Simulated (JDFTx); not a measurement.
Runs of JDFTx 1.7.0 (patched build) on Be. The structure is hexagonal, space group P6_3/mmc (No. 194). Conventional cell: a = 2.285 Å, b = 2.285 Å, c = 3.584 Å, α = 90.00°, β = 90.00°, γ = 120.00°. Be (site symmetry -6m2) has 12 Be at 2.23 to 2.29 Å as nearest neighbours. 

```tsv
level	gap on the mesh (eV)	pressure (GPa)	relaxed volume (Å³/atom)
AM05	none	0.0	7.83
LDA	none	0.0	(b)
SCAN	-	0.0	7.98
revPBE	none	0.0	8.23
BLYP	-	0.0	(a)
r2SCAN	none	0.0	7.98
PBEsol	none	0.0	7.81
RPBE	none	0.0	8.29
```

Alike in all rows: task relaxation of cell and atoms; potentials or basis SG15-PBE-1.2 with smoothed tails; no spin polarisation; cell relaxed; k mesh 6 × 6 × 4; cutoff (eV) 1088; smearing fermi-dirac 0.05 eV; the mesh is coarse, so values aren't converged.

Fill in the values left out.

(a) 7.96; (b) 7.40.

Caveats: all runs use coarse meshes; the potentials were made for another functional, which shifts forces and pressure; the plane waves are those of the starting cell, so after so large a change of volume the result is rough (some runs).

A gap of «none» marks a metal or a gap under the smearing width.

Runs at the PBE level aren't shown here.
